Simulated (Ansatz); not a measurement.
# BaTe, relaxed from a wurtzite start to space group P6_3/mmc (read at 0.02 Å), explained

Level of theory: DFT, PBE, scalar-relativistic, no spin polarisation; plane waves to 420 eV with PAW datasets (Ansatz 0.2.0), 8×8×4 k-mesh, Gaussian smearing of 0.05 eV; PAW files: Ansatz's generated set soft_2.

This is a trial structure: the heavier alkaline earths' oxides and chalcogenides take the rock-salt structure.

The relaxed structure (symmetry read at 0.01 Å). Symmetry: P6_3/mmc, No. 194, hexagonal system. Conventional cell: a = 5.970 Å, b = 5.970 Å, c = 7.002 Å, α = 90.00°, β = 90.00°, γ = 120.00°. Ba (site symmetry -6m2) is surrounded by 5 Te at 3.45 to 3.50 Å. Te (site symmetry -6m2) is surrounded by 5 Ba at 3.45 to 3.50 Å. (Shells end 15 % past the nearest neighbour.)

Task: Should it be a metal or an insulator?

Result: Formal charges Ba²⁺, Te²⁻ balance and leave closed shells on every ion, so a band insulator is expected, and the gap is 1.96 eV.

Task: How ionic is it?

Result: Bader charges against formal ones: Ba +1.37 (+2), Te −1.37 (−2). The cations give up 69 % of the formal charge; Bader charges stay under formal ones because the anions' density reaches into the cations' basins.

Task: How stiff is it, in energy terms?

Result: B0·V0 = 21.8 GPa × 54.09 Å³ = 7.35 eV/atom sets the scale: near the minimum ΔE ≈ ½ B0 V0 x², with x = V/V0 − 1, and a pressure of 0.22 GPa squeezes the volume by about 1 %. At the ends of the curve: x = −5.6 % predicts 11.5 meV/atom and the run gives 12.7; x = +9.9 % predicts 36.0 meV/atom and the run gives 30.4. The lopsidedness is anharmonic: atoms resist being pushed together more than being pulled apart.

All results together:

* Volume: 54.04 Å³/atom
* Band gap: 1.96 eV
* Smallest direct gap: 2.21 eV
* Bader charges: Ba 1.37; Te -1.37 e
* Formation energy from the elements (0 K, uncorrected): -1.70 eV/atom
* Bulk modulus (Birch–Murnaghan): 22 GPa
* Pressure derivative B0′: 4.4
* Shear modulus (Hill): 6.0 GPa
* Young's modulus: 16.6 GPa
* Poisson's ratio: 0.37
* Elastically stable: barely (least eigenvalue 1.5 GPa), so the shear moduli are uncertain

Semilocal functionals underestimate band gaps, commonly by a third or more. Scalar-relativistic only: spin–orbit splittings of the heavy atoms' levels are missing.
